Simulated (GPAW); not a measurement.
# Magnetic state of Fe2 Ru5 Fe2 0001 from several starts

Does Fe2 Ru5 Fe2 0001 prefer parallel or opposed moments, or none?

Method: PBE; plane waves with GPAW's PAW setups, scalar-relativistic, in GPAW 26.7.0.

## Step 1: Set-up

The cell holds 9 atoms: 4 Fe and 5 Ru. Its edges and angles: a = 2.706 Å, b = 2.706 Å, c = 28.306 Å, α = 90.0°, β = 90.0°, γ = 120.0°. ideal sites on the substrate's mesh, layer spacings from atomic volumes, unrelaxed, 12 A of vacuum. Vacuum lies along c.

## Step 2: Start 1: ferro ++++

The parallel start comes first: it fits the smallest cell, keeps the most symmetry and shows whether parallel moments form.

The input, order1.py:

```python
import json
import numpy as np
from ase import Atoms
from ase.parallel import paropen, parprint
from gpaw import GPAW

atoms = Atoms(['Fe', 'Fe', 'Ru', 'Ru', 'Ru', 'Ru', 'Ru', 'Fe', 'Fe'],
    cell=[[2.706, 0.0, 0.0],
         [-1.353, 2.343465, 0.0],
         [0.0, 0.0, 28.305508]],
    scaled_positions=[[0.0, 0.0, 0.211973],
         [0.333333, 0.666667, 0.277712],
         [0.0, 0.0, 0.348465],
         [0.333333, 0.666667, 0.424233],
         [0.0, 0.0, 0.5],
         [0.333333, 0.666667, 0.575767],
         [0.0, 0.0, 0.651535],
         [0.333333, 0.666667, 0.722288],
         [0.0, 0.0, 0.788027]],
    pbc=True,
    magmoms=[2.6, 2.6, 0.0, 0.0, 0.0, 0.0, 0.0, 2.6, 2.6])
atoms.calc = GPAW(mode={'name': 'pw', 'ecut': 450},
    xc='PBE',
    kpts={'size': (20, 20, 1), 'gamma': True},
    occupations={'name': 'fermi-dirac', 'width': 0.05},
    convergence={'density': 1e-05, 'energy': 1e-05},
    maxiter=200,
    mixer={'name': 'pulay', 'beta': 0.03, 'nmaxold': 8, 'weight': 100},
    symmetry={'tolerance': 1e-4},
    txt='order1.txt')
e = atoms.get_potential_energy(force_consistent=True)
res = {'free_energy': e, 'energy_sigma0': atoms.get_potential_energy(), 'fermi_energy': atoms.calc.get_fermi_level()}
res['moments'] = atoms.get_magnetic_moments().tolist()
res['total'] = atoms.get_magnetic_moment()
parprint('site moments (muB):', np.round(res['moments'], 3))
parprint(f"total moment: {res['total']:.3f} muB")
parprint(f'free energy: {e:.6f} eV')
atoms.calc.write('order1.gpw')
with paropen('results.json', 'w') as f:
    json.dump(res, f)
```

Run with:

```console
> OMP_NUM_THREADS=1 mpirun -n 4 gpaw python order1.py > order1.log
```

Numbers of over 12 decimals in the logs are rounded to 6 here.

The log of the run:

```text
site moments (muB): [ 2.744  2.217 -0.12  -0.055  0.024 -0.055 -0.12   2.217  2.744]
total moment: 9.807 muB
free energy: -80.392561 eV

--- order1.txt ---
Input parameters:
  mode=PW(ecut=450),
  convergence={'density': 1e-05, 'energy': 1e-05},
  kpts=MonkhorstPack(size=(20, 20, 1), gamma=True),
  maxiter=200,
  mixer=Pulay(name='pulay', nmaxold=8, beta=0.03, weight=100, sigma=0.015, g_ss=None),
  occupations=Occupations(name='fermi-dirac', width=0.05),
  symmetry=Symmetry(tolerance=0.0001),
  xc=XC(name='PBE')

Diagonalizing LCAO Hamiltonian
Converting LCAO to pw mode

       Fe

        Fe

       Ru

        Ru

       Ru

        Ru

       Ru
        Fe

       Fe

Atoms  # Å, Bohr magnetons
|   | symbol |         x |        y |         z |    initial magnetic moments |
|---|--------|-----------|----------|-----------|-----------------------------|
| 0 |     Fe |  0.000000 | 0.000000 |  6.000003 | ( 0.0000,  0.0000,  2.6000) |
| 1 |     Fe | -0.000001 | 1.562311 |  7.860779 | ( 0.0000,  0.0000,  2.6000) |
| 2 |     Ru |  0.000000 | 0.000000 |  9.863479 | ( 0.0000,  0.0000,  0.0000) |
| 3 |     Ru | -0.000001 | 1.562311 | 12.008131 | ( 0.0000,  0.0000,  0.0000) |
| 4 |     Ru |  0.000000 | 0.000000 | 14.152754 | ( 0.0000,  0.0000,  0.0000) |
| 5 |     Ru | -0.000001 | 1.562311 | 16.297377 | ( 0.0000,  0.0000,  0.0000) |
| 6 |     Ru |  0.000000 | 0.000000 | 18.442029 | ( 0.0000,  0.0000,  0.0000) |
| 7 |     Fe | -0.000001 | 1.562311 | 20.444729 | ( 0.0000,  0.0000,  2.6000) |
| 8 |     Fe |  0.000000 | 0.000000 | 22.305505 | ( 0.0000,  0.0000,  2.6000) |

Unit cell  # Å
| periodic |         x |        y |         z |   lengths |     angles |
|----------|-----------|----------|-----------|-----------|------------|
|      yes |  2.706000 | 0.000000 |  0.000000 |  2.706000 |  90.000000 |
|      yes | -1.353000 | 2.343465 |  0.000000 |  2.706000 |  90.000000 |
|      yes |  0.000000 | 0.000000 | 28.305508 | 28.305508 | 119.999997 |

Number of symmetries: 12

BZ-sampling:
  Number of BZ points: 400
  Number of IBZ points: 44

  Monkhorst-Pack size: [20, 20, 1]
  Monkhorst-Pack shift: [0.025, 0.025, 0.0]

K-points  # in reciprocal-cell coordinates
|     |                                coordinates |     weight |
|-----|--------------------------------------------|------------|
|   0 | ( -0.00000000,  -0.00000000,   0.00000000) | 0.00250000 |
|   1 | (  0.05000000,  -0.00000000,   0.00000000) | 0.01500000 |
|   2 | (  0.10000000,  -0.05000000,   0.00000000) | 0.01500000 |
|   3 | (  0.10000000,  -0.00000000,   0.00000000) | 0.01500000 |
|   4 | (  0.15000000,  -0.05000000,   0.00000000) | 0.03000000 |
|   5 | (  0.15000000,  -0.00000000,   0.00000000) | 0.01500000 |
|   6 | (  0.20000000,  -0.10000000,   0.00000000) | 0.01500000 |
|   7 | (  0.20000000,  -0.05000000,   0.00000000) | 0.03000000 |
|   8 | (  0.20000000,  -0.00000000,   0.00000000) | 0.01500000 |
|   9 | (  0.25000000,  -0.10000000,   0.00000000) | 0.03000000 |
| ... |                                            |            |
|  43 | (  0.50000000,   0.50000000,   0.00000000) | 0.00750000 |

Plane wave coefficients: 3937
Cutoff: 450.000000 eV

Spin-components: 2 (collinear spins)
Bands:           78
Projectors:      54
Spin-degeneracy: 1
Datatype:        complex128

Parallelization:
  kpt:    4
  domain: 1
  band:   1

Density:
  Valence electrons: 112.0
  Components: 2
  Grid points: [ 14  14 140]
  Charge: 0.0  # |e|

Potential:
  Grid points: [ 14  14 140]

species:
  Fe:
    name:    Iron
    Z:       26.0
    valence: 8
    core:    18
    charge:  0.0  # [|e|]
    compensation charges:
      type: gauss
      rc: 0.33  # [Å]
      lmax: 2
    cutoffs:
      filter: 2.06  # [Å]
      core: 2.67  # [Å]
    projectors
    | kind |    occ | energy [eV] | rcut [Å] |
    |------|--------|-------------|----------|
    |   4s |  2.000 |      -5.291 |    1.164 |
    |   4p |  0.000 |      -1.326 |    1.058 |
    |   3d |  6.000 |      -7.505 |    1.058 |
    |    s |        |      21.920 |    1.164 |
    |    p |        |      25.885 |    1.058 |
    |    d |        |      19.706 |    1.058 |

    Using partial waves for Fe as LCAO basis

  Ru:
    name:    Ruthenium
    Z:       44.0
    valence: 16
    core:    28
    charge:  0.0  # [|e|]
    compensation charges:
      type: gauss
      rc: 0.39  # [Å]
      lmax: 2
    cutoffs:
      filter: 2.16  # [Å]
      core: 1.30  # [Å]
    projectors
    | kind |    occ | energy [eV] | rcut [Å] |
    |------|--------|-------------|----------|
    |   4s |  2.000 |     -76.316 |    1.281 |
    |   5s |  1.000 |      -4.236 |    1.281 |
    |   4p |  6.000 |     -46.423 |    1.286 |
    |   5p |  0.000 |      -0.913 |    1.286 |
    |   4d |  7.000 |      -5.203 |    1.254 |
    |    d |        |      22.008 |    1.254 |

    Using partial waves for Ru as LCAO basis

Reference energy: -754703.443314  # eV

eigensolver:
  PPCG
  Converge bands: occupied
  niter=2

density mixing:
  Pulay-Mixer
  Linear mixing parameters: 0.03
  Old densities: 8
  Fourier metric: weight=100, sigma=0.015

occupation numbers:
  Fermi-Dirac:
    width: 0.0500  # eV

poisson solver:
  ecut: 3600.000000  # eV

xc functional:
  name: PBE with 2 nearest neighbor stencil

convergence criteria:
- Maximum integral of absolute [dens]ity change: 1e-05 electrons / valence electron
- Maximum [total energy] change in last 3 cyles: 1e-05 eV / valence electron
- Maximum integral of absolute [eigenst]ate change: 4e-08 eV^2 / valence electron
maximum number of iterations: 200

SCF iterations
|iter     |      energy | eigst |  dens |  magmom |
|---------|-------------|-------|-------|---------|
|iter:   1|       0s |  -97.774000 | +0.31 |       | +10.4160|
|iter:   2|      15s | -189.802496 | -0.00 | -0.64 | +10.2339|
|iter:   3|      33s |  -84.966918 | -0.67 | -0.46 | +10.1897|
|iter:   4|      53s |  -84.116302 | -2.08 | -1.02 | +10.1759|
|iter:   5|      71s |  -82.724812 | -2.08 | -1.02 | +10.0800|
|iter:   6|      90s |  -81.043654 | -1.48 | -1.09 |  +9.8931|
|iter:   7|     109s |  -80.572587 | -2.03 | -1.24 |  +9.8177|
|iter:   8|     125s |  -80.527662 | -3.01 | -1.34 |  +9.8043|
|iter:   9|     143s |  -80.349063 | -1.98 | -1.35 |  +9.7160|
|iter:  10|     161s |  -80.233369 | -2.50 | -1.47 |  +9.6644|
[... 30 iterations left out ...]
|iter:  41|     666s |  -80.345692c| -7.87c| -4.45 |  +9.8077|
|iter:  42|     674s |  -80.345691c| -8.29c| -4.54 |  +9.8076|
|iter:  43|     683s |  -80.345690c| -8.24c| -4.55 |  +9.8074|
|iter:  44|     691s |  -80.345690c| -8.02c| -4.62 |  +9.8072|
|iter:  45|     700s |  -80.345689c| -8.55c| -4.69 |  +9.8072|
|iter:  46|     709s |  -80.345689c| -9.08c| -4.70 |  +9.8072|
|iter:  47|     718s |  -80.345688c| -7.75c| -4.70 |  +9.8069|
|iter:  48|     727s |  -80.345689c| -8.16c| -4.85 |  +9.8070|
|iter:  49|     736s |  -80.345690c| -8.44c| -4.92 |  +9.8071|
|iter:  50|     744s |  -80.345691c| -8.62c| -5.07c|  +9.8070|

Converged in 50 steps
Energy contributions relative to reference atoms: (reference = -754703.443314)

Energy contributions:
  Kinetic:          24.988114
  Coulomb:         -37.125601
  Zero:             -0.384740
  External:          0.000000
  Xc:              -67.776593
  Entropy:          -0.093741
  Spinorbit:         0.000000
  ----------------------------
  Free energy:     -80.392561
  Extrapolated:    -80.345691

dipole moment: (-31.367690, -29.908817, -0.000565)  # |e|*Ang

Total magnetic moment: (0.000000, 0.000000, 9.807027)

Local magnetic moments
|        x |        y |         z |
|----------|----------|-----------|
| 0.000000 | 0.000000 |  2.744267 |  # Fe   0
| 0.000000 | 0.000000 |  2.217138 |  # Fe   1
| 0.000000 | 0.000000 | -0.119561 |  # Ru   2
| 0.000000 | 0.000000 | -0.054588 |  # Ru   3
| 0.000000 | 0.000000 |  0.023751 |  # Ru   4
| 0.000000 | 0.000000 | -0.054588 |  # Ru   5
| 0.000000 | 0.000000 | -0.119561 |  # Ru   6
| 0.000000 | 0.000000 |  2.217138 |  # Fe   7
| 0.000000 | 0.000000 |  2.744267 |  # Fe   8

Fermi level: 6.230
Eigenvalues  # (at kpt = [-0.000, -0.000, 0.000])
| band index |      eig [eV] | occ [0-1] |      eig [eV] | occ [0-1] |
|------------|---------------|-----------|---------------|-----------|
|          0 |       -66.873 |     1.000 |       -66.895 |     1.000 |
|        ... |               |           |               |           |
|         52 |         4.234 |     1.000 |         5.993 |     0.991 |
|         53 |         4.493 |     1.000 |         5.993 |     0.991 |
|         54 |         4.494 |     1.000 |         6.240 |     0.450 |
|         55 |         4.553 |     1.000 |         6.240 |     0.450 |
|         56 |         4.553 |     1.000 |         6.286 |     0.246 |
|         57 |         4.842 |     1.000 |         6.509 |     0.004 |
|         58 |         5.177 |     1.000 |         6.636 |     0.000 |
|         59 |         5.177 |     1.000 |         6.636 |     0.000 |
|         60 |         5.426 |     1.000 |         6.663 |     0.000 |
|         61 |         5.427 |     1.000 |         6.998 |     0.000 |
|         62 |         5.673 |     1.000 |         6.999 |     0.000 |
|         63 |         5.673 |     1.000 |         7.148 |     0.000 |
|         64 |         5.934 |     0.997 |         7.298 |     0.000 |
|         65 |         6.232 |     0.490 |         7.298 |     0.000 |
|         66 |         6.232 |     0.489 |         7.513 |     0.000 |
|        ... |               |           |               |           |
|         77 |        12.733 |     0.000 |        13.029 |     0.000 |

No gap
No difference between direct/indirect transitions
```

Run time: 13 min. Hardware: 4 MPI ranks of Intel Xeon at 2.70GHz, shared host; peak memory 1.4 GiB; 51 min of CPU time.

Spin moment in the augmentation sphere by atom:

| atom | spin moment in the augmentation sphere (μB) |
| --- | --- |
| Fe1 | 2.74 |
| Fe2 | 2.22 |
| Ru3 | -0.12 |
| Ru4 | -0.05 |
| Ru5 | 0.02 |
| Ru6 | -0.05 |
| Ru7 | -0.12 |
| Fe8 | 2.22 |
| Fe9 | 2.74 |

Numbers from this step:

| Quantity | Value |
| --- | --- |
| magnetization | 9.807 μB |
| final state | ferromagnetic |

After 50 cycles the largest moment stands at 2.74 μB.

## Step 3: Order 2, typed as antiferro ++--

An opposed order shows whether the pairs that it reverses prefer unlike signs.

order2.py is the script of step 2 with these lines changed:

```diff
@@ -20,3 +20,3 @@
     pbc=True,
-    magmoms=[2.6, 2.6, 0.0, 0.0, 0.0, 0.0, 0.0, 2.6, 2.6])
+    magmoms=[2.6, 2.6, 0.0, 0.0, 0.0, 0.0, 0.0, -2.6, -2.6])
 atoms.calc = GPAW(mode={'name': 'pw', 'ecut': 450},
@@ -29,3 +29,3 @@
     symmetry={'tolerance': 1e-4},
-    txt='order1.txt')
+    txt='order2.txt')
 e = atoms.get_potential_energy(force_consistent=True)
@@ -37,3 +37,3 @@
 parprint(f'free energy: {e:.6f} eV')
-atoms.calc.write('order1.gpw')
+atoms.calc.write('order2.gpw')
 with paropen('results.json', 'w') as f:
```

Run with:

```console
> OMP_NUM_THREADS=1 mpirun -n 4 gpaw python order2.py > order2.log
```

The log of the run:

```text
site moments (muB): [ 2.762  2.255 -0.097 -0.052  0.     0.052  0.097 -2.255 -2.762]
total moment: 0.000 muB
free energy: -80.395284 eV

--- order2.txt ---
Input parameters:
  mode=PW(ecut=450),
  convergence={'density': 1e-05, 'energy': 1e-05},
  kpts=MonkhorstPack(size=(20, 20, 1), gamma=True),
  maxiter=200,
  mixer=Pulay(name='pulay', nmaxold=8, beta=0.03, weight=100, sigma=0.015, g_ss=None),
  occupations=Occupations(name='fermi-dirac', width=0.05),
  symmetry=Symmetry(tolerance=0.0001),
  xc=XC(name='PBE')

Diagonalizing LCAO Hamiltonian
Converting LCAO to pw mode

       Fe

        Fe

       Ru

        Ru

       Ru

        Ru

       Ru
        Fe

       Fe

Atoms  # Å, Bohr magnetons
|   | symbol |         x |        y |         z |    initial magnetic moments |
|---|--------|-----------|----------|-----------|-----------------------------|
| 0 |     Fe |  0.000000 | 0.000000 |  6.000003 | ( 0.0000,  0.0000,  2.6000) |
| 1 |     Fe | -0.000001 | 1.562311 |  7.860779 | ( 0.0000,  0.0000,  2.6000) |
| 2 |     Ru |  0.000000 | 0.000000 |  9.863479 | ( 0.0000,  0.0000,  0.0000) |
| 3 |     Ru | -0.000001 | 1.562311 | 12.008131 | ( 0.0000,  0.0000,  0.0000) |
| 4 |     Ru |  0.000000 | 0.000000 | 14.152754 | ( 0.0000,  0.0000,  0.0000) |
| 5 |     Ru | -0.000001 | 1.562311 | 16.297377 | ( 0.0000,  0.0000,  0.0000) |
| 6 |     Ru |  0.000000 | 0.000000 | 18.442029 | ( 0.0000,  0.0000,  0.0000) |
| 7 |     Fe | -0.000001 | 1.562311 | 20.444729 | ( 0.0000,  0.0000, -2.6000) |
| 8 |     Fe |  0.000000 | 0.000000 | 22.305505 | ( 0.0000,  0.0000, -2.6000) |

Unit cell  # Å
| periodic |         x |        y |         z |   lengths |     angles |
|----------|-----------|----------|-----------|-----------|------------|
|      yes |  2.706000 | 0.000000 |  0.000000 |  2.706000 |  90.000000 |
|      yes | -1.353000 | 2.343465 |  0.000000 |  2.706000 |  90.000000 |
|      yes |  0.000000 | 0.000000 | 28.305508 | 28.305508 | 119.999997 |

Number of symmetries: 6

BZ-sampling:
  Number of BZ points: 400
  Number of IBZ points: 44

  Monkhorst-Pack size: [20, 20, 1]
  Monkhorst-Pack shift: [0.025, 0.025, 0.0]

Plane wave coefficients: 3937
Cutoff: 450.000000 eV

Spin-components: 2 (collinear spins)
Bands:           72
Projectors:      54
Spin-degeneracy: 1
Datatype:        complex128

Parallelization:
  kpt:    4
  domain: 1
  band:   1

Density:
  Valence electrons: 112.0
  Components: 2
  Grid points: [ 14  14 140]
  Charge: 0.0  # |e|

Potential:
  Grid points: [ 14  14 140]

[... setups left out ...]
Reference energy: -754703.443314  # eV

eigensolver:
  PPCG
  Converge bands: occupied
  niter=2

density mixing:
  Pulay-Mixer
  Linear mixing parameters: 0.03
  Old densities: 8
  Fourier metric: weight=100, sigma=0.015

occupation numbers:
  Fermi-Dirac:
    width: 0.0500  # eV

poisson solver:
  ecut: 3600.000000  # eV

xc functional:
  name: PBE with 2 nearest neighbor stencil

convergence criteria:
- Maximum integral of absolute [dens]ity change: 1e-05 electrons / valence electron
- Maximum [total energy] change in last 3 cyles: 1e-05 eV / valence electron
- Maximum integral of absolute [eigenst]ate change: 4e-08 eV^2 / valence electron
maximum number of iterations: 200

SCF iterations
|iter     |      energy | eigst |  dens |  magmom |
|---------|-------------|-------|-------|---------|
|iter:   1|       0s |  -97.783176 | +0.33 |       |  +0.0000|
|iter:   2|      18s | -185.457239 | +0.73 | -0.64 |  -0.0000|
|iter:   3|      35s |  -84.404320 | -0.12 | -0.49 |  -0.0000|
|iter:   4|      51s |  -83.944905 | -0.70 | -1.02 |  +0.0000|
|iter:   5|      68s |  -83.048113 | -1.35 | -1.02 |  +0.0000|
|iter:   6|      85s |  -85.293272 | -0.67 | -1.10 |  -0.0000|
|iter:   7|     101s |  -81.224610 | -1.55 | -0.97 |  +0.0000|
|iter:   8|     117s |  -80.415004 | -2.04 | -1.17 |  -0.0000|
|iter:   9|     135s |  -80.323687 | -2.24 | -1.38 |  +0.0006|
|iter:  10|     152s |  -80.338356 | -3.12 | -1.44 |  -0.0009|
[... 44 iterations left out ...]
|iter:  55|     734s |  -80.349480c| -7.83c| -4.74 |  -0.0000|
|iter:  56|     741s |  -80.349480c| -8.24c| -4.83 |  -0.0000|
|iter:  57|     748s |  -80.349481c| -8.50c| -4.81 |  -0.0000|
|iter:  58|     755s |  -80.349482c| -8.26c| -4.83 |  -0.0000|
|iter:  59|     763s |  -80.349482c| -8.63c| -4.90 |  -0.0000|
|iter:  60|     771s |  -80.349482c| -8.71c| -4.92 |  -0.0000|
|iter:  61|     779s |  -80.349482c| -8.91c| -4.95 |  -0.0000|
|iter:  62|     787s |  -80.349483c| -9.06c| -4.96 |  -0.0000|
|iter:  63|     795s |  -80.349483c| -9.05c| -5.00 |  -0.0000|
|iter:  64|     803s |  -80.349483c| -8.82c| -5.02c|  +0.0000|

Converged in 64 steps
Energy contributions relative to reference atoms: (reference = -754703.443314)

Energy contributions:
  Kinetic:          25.877199
  Coulomb:         -37.861462
  Zero:             -0.387368
  External:          0.000000
  Xc:              -67.932052
  Entropy:          -0.091601
  Spinorbit:         0.000000
  ----------------------------
  Free energy:     -80.395284
  Extrapolated:    -80.349483

dipole moment: (-31.374528, -29.905323, -0.000565)  # |e|*Ang

Total magnetic moment: (0.000000, 0.000000, 0.000000)

Local magnetic moments
|        x |        y |         z |
|----------|----------|-----------|
| 0.000000 | 0.000000 |  2.762331 |  # Fe   0
| 0.000000 | 0.000000 |  2.255085 |  # Fe   1
| 0.000000 | 0.000000 | -0.096909 |  # Ru   2
| 0.000000 | 0.000000 | -0.051738 |  # Ru   3
| 0.000000 | 0.000000 |  0.000000 |  # Ru   4
| 0.000000 | 0.000000 |  0.051738 |  # Ru   5
| 0.000000 | 0.000000 |  0.096909 |  # Ru   6
| 0.000000 | 0.000000 | -2.255086 |  # Fe   7
| 0.000000 | 0.000000 | -2.762330 |  # Fe   8

Fermi level: 6.225
Eigenvalues  # (at kpt = [-0.000, -0.000, 0.000])
| band index |      eig [eV] | occ [0-1] |      eig [eV] | occ [0-1] |
|------------|---------------|-----------|---------------|-----------|
|          0 |       -66.879 |     1.000 |       -66.879 |     1.000 |
|        ... |               |           |               |           |
|         52 |         5.381 |     1.000 |         5.381 |     1.000 |
|         53 |         5.382 |     1.000 |         5.382 |     1.000 |
|         54 |         5.509 |     1.000 |         5.509 |     1.000 |
|         55 |         5.710 |     1.000 |         5.710 |     1.000 |
|         56 |         5.711 |     1.000 |         5.711 |     1.000 |
|         57 |         5.971 |     0.994 |         5.971 |     0.994 |
|         58 |         5.971 |     0.994 |         5.971 |     0.994 |
|         59 |         6.193 |     0.653 |         6.193 |     0.653 |
|         60 |         6.239 |     0.431 |         6.239 |     0.431 |
|         61 |         6.239 |     0.431 |         6.239 |     0.431 |
|         62 |         6.556 |     0.001 |         6.556 |     0.001 |
|         63 |         6.724 |     0.000 |         6.724 |     0.000 |
|         64 |         6.724 |     0.000 |         6.724 |     0.000 |
|         65 |         7.001 |     0.000 |         7.001 |     0.000 |
|         66 |         7.131 |     0.000 |         7.131 |     0.000 |
|         67 |         7.131 |     0.000 |         7.131 |     0.000 |
|        ... |               |           |               |           |
|         71 |         7.661 |     0.000 |         7.661 |     0.000 |

No gap
No difference between direct/indirect transitions
```

Wall time 14 min (4 MPI ranks); peak memory 1.4 GiB; 56 min of CPU time.

Spin moment in the augmentation sphere by atom:

| atom | spin moment in the augmentation sphere (μB) |
| --- | --- |
| Fe1 | 2.76 |
| Fe2 | 2.26 |
| Ru3 | -0.10 |
| Ru4 | -0.05 |
| Ru5 | 0.00 |
| Ru6 | 0.05 |
| Ru7 | 0.10 |
| Fe8 | -2.26 |
| Fe9 | -2.76 |

Read from the output:

- magnetization: 0 μB
- final state: antiferromagnetic

It lies 0.681 meV a seeded atom under the first start, and its largest moment is 2.76 μB against 2.74 μB.

## Step 4: The states side by side

These are free energies at a smearing of 0.05 eV, so its entropy term is in the differences. They are divided by the number of seeded atoms, so that cells of unlike size compare.

Orders:

| start | final state | typed order kept | energy over the lowest (meV a seeded atom) | largest site moment (μB) | net moment (μB a primitive cell) | mesh matched | CPU time (s) |
| --- | --- | --- | --- | --- | --- | --- | --- |
| ferro ++++ | ferromagnetic | yes | 0.6806 | 2.744 | 9.807 | yes | 3064 |
| antiferro ++-- | antiferromagnetic | yes | 0 | 2.762 | 0 | yes | 3365 |

## Step 5: Summary of results

```yaml
lowest_state_found: antiferromagnetic (typed antiferro ++--)
largest_site_moment: 2.76 μB
next_state: ferromagnetic, 0.681 meV a seeded atom higher
```

In words: The lowest state found is antiferromagnetic, reached from the start antiferro ++--, with moments up to 2.76 μB. The two lowest states lie so close that the mesh, the functional or spin–orbit coupling could swap them. This is the lowest of 2 finished starts, no proof of the ground state.

[Logs and program files are shortened in this print: banners, set-up blocks, solver, clock and traceback lines can be left out without a mark of their own.]

[Logs are printed without paths, hosts, clocks, repeated set-up lines and the standing remarks that a program may print on its own settings, such as how far it seeks lower states.]

[Hosts, paths, dates, database ids (printed as entryN), source tags and the programs' standing remarks are cut or masked in the printed files.]

[Where a cell is said to come from a database of computed structures, the database is the Materials Project.]
